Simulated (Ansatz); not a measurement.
# BAs at 20 GPa: from Born charge to LO–TO splitting and polaron coupling

Theory: Ansatz 0.2.0, DFT PBEsol, scalar-relativistic, plane waves, PAW. Settings: 420 eV plane-wave cutoff, Γ-centred 10×10×10 mesh, fixed occupations. No spin polarisation. Phonons by linear response, acoustic sum rule imposed.

The cell, relaxed at 20 GPa:
```xyz
2
Lattice="0.0000 2.2956 2.2956 2.2956 0.0000 2.2956 2.2956 2.2956 0.0000" Properties=species:S:1:pos:R:3 pbc="T T T"
B     0.0000    0.0000    0.0000
As    3.4434    3.4434    3.4434
```

Other phases may be more stable at this pressure. The run warned that the force constants aren't converged on this k mesh, so the frequencies and all that is formed from them are rough. The bands were filled as in an insulator; under compression the gap may have closed between mesh points.

Linear response gives ν_TO = 772.9 cm⁻¹, Born charges ±0.816 e (positive on As) and ε∞ = 9.509. The primitive cell holds 24.194 Å³, and the masses are 10.810 and 74.922 amu.

Question: Find ν_LO and the static dielectric constant.

Answer: The long-wave field adds a restoring force: ω_LO² − ω_TO² = Z*²e²/(ε_vac ε∞ μV). In these units ν_LO² − ν_TO² = 4.92064×10⁷ Z*²/(μ V ε∞) cm⁻², with μ = m₁m₂/(m₁ + m₂) = 9.447 amu: 15090 cm⁻². So ν_LO = √(772.9² + 15090) = 782.6 cm⁻¹, and the run gives 782.6. Lyddane–Sachs–Teller then gives ε0 = ε∞ (ν_LO/ν_TO)² = 9.75, against 9.75 in the run (it forms both from the same three quantities, so the match checks the arithmetic only). Between ν_TO and ν_LO the dielectric function is negative and an undamped crystal reflects fully: a reststrahlen band from 12.8 to 12.9 μm.

Question: What do the Clausius–Mossotti polarisability and the Szigeti charge come to?

Answer: With the Lorentz local field, α = (3V/4π)(ε∞ − 1)/(ε∞ + 2) = 4.27 Å³ for the pair, and e_S = 3Z*/(ε∞ + 2) = 0.21 e. The Born charge includes the electrons' response to the dipole's own local field, and e_S takes that enhancement out. The Lorentz field assumes point-like polarisable ions, a poor picture once ε∞ is this large, since the electron clouds then overlap or are shared, so both numbers are formal here.

Question: How strongly does a slow electron couple to the LO mode?

Answer: For one isotropic parabolic band, Fröhlich's constant is α_F = (1/ε∞ − 1/ε0) √(m* Ry/ħω_LO), with Ry = 13.606 eV, ħω_LO = 97.0 meV and m* in free-electron masses: α_F = 0.0026 × 11.84 × √m* = 0.03 √m*. The band mass isn't part of this run; for m* = 0.1, 0.3 and 1 it gives 0.01, 0.02, 0.03. In weak coupling the polaron lies α_F ħω_LO below the band edge (2 meV at m* = 0.3) with a mass m*(1 + α_F/6); past α_F of about 5 or 6 that expansion fails. A semilocal functional's ε∞ tends to be too large, which taken alone lowers α_F.

Cost: 1 run of about 0.8 core-minutes, on Arm Neoverse V2 (shared hosts).

The polar response is weak: the lattice raises the dielectric constant only from 9.509 to 9.75, so nearly all the screening is electronic. Boron and arsenic have similar electronegativities and share their bonding electrons, which keeps the Born charge modest, while the large ε∞ screens the field it produces. Stiff bonds then limit how far the sublattices move in a static field. Light boron raises the phonon frequency, but does not itself reduce the static ionic response, since the mass cancels there.

The positive charge on As reverses the usual III–V assignment. This probably reflects boron's compact 2p shell, which has no p core beneath it and draws the bonding charge towards boron. As a dynamical quantity, however, the Born charge also contains charge transfer during the displacement and doesn't measure static ionicity.

Fröhlich coupling is accordingly weak for the band masses tried, but that alone doesn't imply high mobility, because deformation-potential scattering can remain important in a covalent crystal.
